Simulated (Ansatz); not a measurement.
Mg:

```
CELL_PARAMETERS angstrom
3.20930 0.00000 0.00000
-1.60465 2.77934 0.00000
0.00000 0.00000 5.21030
ATOMIC_POSITIONS crystal
Mg 0.66667 0.33333 0.75000
Mg 0.33333 0.66667 0.25000
```

```yaml
Program: Ansatz 0.2.0
Task: relaxation of cell and atoms
Functional: revPBE
Dispersion: D3(BJ)
Potentials_or_basis: Ansatz PAW
Cutoff: "420 eV (not typed: the program's choice for these potentials)"
k_mesh: 10 × 10 × 5
Occupations: fermi-dirac, width 0.05 eV
Spin: no spin polarisation
```

At the start: volume 23.24 Å³/atom.

**Question.** Where does the relaxation end?

**Answer.** It ends after 6 steps and the volume is 21.29 Å³/atom (-8.4 %); space group P6_3/mmc (No. 194, to 0.05 Å).

The path:
| step | energy change (eV) | largest force (eV/Å) | volume (Å³) |
| --- | --- | --- | --- |
| 1 | 0.0000 | 0.0000 | 46.47 |
| 2 | -0.0410 | 0.0000 | 43.31 |
| 3 | -0.0440 | 0.0000 | 42.35 |
| 4 | -0.0441 | 0.0000 | 42.57 |
| 5 | -0.0441 | 0.0000 | 42.59 |
| 6 | -0.0440 | 0.0000 | 42.59 |

Final structure:
```
Mg
1.0
     3.08958    0.00000    0.00000
    -1.54479    2.67565    0.00000
     0.00000    0.00000    5.15179
Mg
2
Direct
  0.66667 0.33333 0.75000
  0.33333 0.66667 0.25000
```

Caveat: the plane-wave basis is chosen anew once the cell has moved, so the energies of steps on either side of that aren't comparable; pairwise dispersion overbinds metals, which lowers pressure and volume; the PAW data sets come from PBE, with cores solved anew for the run's functional, which leaves a small shift of forces and pressure.
